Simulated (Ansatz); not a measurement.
Crystal: CuO.

```
Cu O
1.0
     3.17953    0.00000    0.00000
    -1.58977    2.75356    0.00000
     0.00000    0.00000    4.43149
Cu O
2 2
Direct
  0.00000 0.00000 0.00000
  0.00000 0.00000 0.50000
  0.33333 0.66667 0.25000
  0.66667 0.33333 0.75000
```

Measurements of this composition are mostly on another form, of space group No. 15.

Base run:

- Program: Ansatz 0.2.0
- Functional: LDA
- Potentials or basis: Ansatz PAW
- Cutoff: 420 eV
- Density cutoff: 1680 eV
- k mesh: 10 × 10 × 6
- Occupations: fermi-dirac, width 0.05 eV
- Spin: no spin polarisation
- Hubbard terms: Cu d U = 3 eV

Its results: band gap on the k mesh none (metal or under the smearing width); pressure -8.5 GPa.

After a change of settings the same cell gave: band gap on the k mesh none (metal or under the smearing width); pressure -9.9 GPa. Which change was it?
A. functional from LDA to PBEsol; hubbard terms from Cu d U = 3 eV to none; hubbard projectors from ortho-atomic (the default) to none
B. hubbard terms from Cu d U = 3 eV to none; hubbard projectors from ortho-atomic (the default) to none
C. functional from LDA to PBEsol; hubbard terms from Cu d U = 3 eV to Cu d U = 5.3 eV
D. hubbard terms from Cu d U = 3 eV to Cu d U = 4 eV

B.

Caveats: the run has no spin polarisation, though such a crystal can be magnetic; the PAW data sets come from PBE, with cores solved anew for the run's functional, which leaves a small shift of forces and pressure; U without spin polarisation on a metal has little footing (some runs); semilocal functionals often make such compounds metallic where correlation or magnetic order opens a gap, which also shifts bond lengths (some runs).

Not every run made on this cell is shown here.
